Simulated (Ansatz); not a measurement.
# GaP4: balancing the decomposition

The calculation used DFT PBE, scalar-relativistic, plane waves, PAW in Ansatz. All cells share a 420 eV cutoff and Γ-centred k meshes spaced at most about 0.3 Å⁻¹ (about 0.25 or finer for metals, 2π included). No spin polarisation.

The zero of energy is the elements' standard structures at the same level; no fitted shifts are applied. The references include black phosphorus.

These are static total energies at zero pressure. In GaP4 Cmmm an odd number of electrons in the primitive cell allows no gap without spin; a larger cell or a magnetic state could open one. The reference form of P is held partly by dispersion forces, which this level lacks.

A trial structure of GaP4 (reached from: random cell; relaxed: space group Cmmm (No. 65), a = 4.904 Å, b = 5.107 Å, c = 7.058 Å) has a formation energy of 0.200 eV/atom. It holds P–P nets (shortest 2.32 Å). At its composition the lowest mixture among the elements and 1 reference phase computed alike (others may be missing) consists of these:

| phase | source | ΔE_f (eV/atom) |
| --- | --- | --- |
| P (solid) | element | -0.001 |
| GaP (F-43m) | Materials Project | -0.432 |

The lowest database cell of P (-0.001) lies slightly below the reference, hence the non-zero entry.

Question: Write the balanced decomposition and find its energy per atom, per formula unit and per mole of formula units.

Answer: Balancing Ga and P gives GaP4 → 3 P + GaP. The left side holds 5 atoms, and the products take 3/5 (P) and 2/5 (GaP) of them. The mixture therefore lies at 3/5 × (-0.001) + 2/5 × (-0.432) = -0.173 eV/atom. The reaction energy is -0.173 − (0.200) = -0.373 eV/atom. Times 5 atoms that is -1.865 eV per GaP4, and times 96.485 it is -180 kJ per mole of GaP4. Decomposition is downhill, so the trial structure is unstable against this mixture.
